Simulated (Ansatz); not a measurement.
WS₂, DFT, LDA, PAW with Ansatz's default frozen-core files, scalar-relativistic (Ansatz 0.2.0), run on 1 thread of Arm Neoverse V2 on a shared host.

The geometry is COD entry 9012192, unchecked; take it as a test cell. The listed cell was then made from it by scaling, straining or moving an atom.

Command: `ansatz run input.yaml --threads 1 --pin off --max-ram 6144MiB --backend cpu --events-out ev --progress --plain --runs-dir out`

```yaml
crystal:
  lattice:
    - [1.5790003843, 0.9116362969, 6.2249633]
    - [-1.5790003843, 0.9116362969, 6.2249633]
    - [0.0, -1.8232725938, 6.2249633]
  atoms:
    - { symbol: W, position: [0.0, 0.0, 0.0] }
    - { symbol: S, position: [0.7503, 0.7503, 0.7503] }
    - { symbol: S, position: [0.581, 0.581, 0.581] }
kpoints:
  mp_grid: { grid: [13, 13, 13] }
scf:
  occupations: { method: fermi_dirac, width: 0.08 }
hamiltonian:
  xc: lda
  pseudopotentials: { kind: paw }
output:
  forces: true
  stress: true
  eigenvalues: true
  efg: { contact_densities: true }
```

Question: How large is the problem that the program sets up?

Answer: 231 irreducible k-points, 1029 plane waves at Γ, 17 bands.

Question: Estimate the wall time and the peak memory.

Answer: 17 s of wall time for 8 SCF iterations, with a peak of 0.53 GiB. Times on shared machines scatter by tens of per cent.

Question: And the same cell and mesh by all-electron PAW (datasets made for this crystal), asked for forces, stress, eigenvalues, efg, on the same hardware?

Answer: 99 s, peak memory 2.3 GiB.
